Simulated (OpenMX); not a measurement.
ZrSe2 under changes of volume

One of the cells (25.784 Å³/atom); the others are scaled copies at fixed shape and fractional positions:

```
Zr Se
1.0
     3.79800    0.00000    0.00000
    -1.89900    3.28916    0.00000
     0.00000    0.00000    6.19200
Zr Se
1 2
Cartesian
  0.0000 0.0000 0.0000
  1.8990 1.0964 4.6440
  0.0000 2.1928 1.5480
```

* Program: OpenMX 3.8.5
* Functional: PBE
* Potentials or basis: OpenMX 2013 PBE set, Zr7.0-s3p2d1, Se7.0-s3p2d1, fixed grid of 40 × 40 × 75 points
* k mesh: 9 × 9 × 5
* Occupations: fermi-dirac, width 0.05 eV
* Spin: no spin polarisation

| volume (Å³/atom) | energy over the lowest point (meV/atom) | gap on the mesh (eV) | largest force (eV/Å) |
| --- | --- | --- | --- |
| 24.237 | 71.89 | 0.19 | 1.484 |
| 24.753 | 45.08 | 0.23 | 1.202 |
| 25.268 | 25.07 | 0.26 | 0.937 |
| 25.784 | 11.29 | 0.29 | 0.692 |
| 26.300 | ? | ? | ? |
| 26.815 | 0.00 | 0.34 | 0.249 |
| 27.331 | 1.49 | 0.36 | 0.049 |

Q: What does the run at 26.300 Å³/atom give?

A: Energy over the lowest point 3.11 meV/atom; gap on the mesh 0.32 eV; largest force 0.464 eV/Å.

Worked out: A Birch-Murnaghan fit of order 3 (a polynomial in V^(-2/3)) to the other rows has its minimum at 26.90 Å³/atom with B0 = V·E''(V) = 73 GPa and B' = 4.1 at fixed shape and positions, which overstates the stiffness. It gives 3.09 meV/atom at 26.300 Å³/atom, against the run's 3.11. A straight line through the other rows of the gap, of slope 1.4 eV per unit of ln V, gives 0.31 eV, against the run's 0.32.

Energies are extrapolated to zero smearing.

Caveats: an odd mesh through Γ misses points on the zone boundary, where band edges often lie; this functional lacks dispersion, which binds the layers, so the pressure and a relaxed spacing across them are unreliable; the basis of atomic orbitals isn't converged, which shifts pressures, moduli and gaps; forces of over 1 eV/Å show positions far from the minimum, so gaps and moduli don't describe the material at rest (some runs). Spin-orbit coupling on Se, Zr is left out.
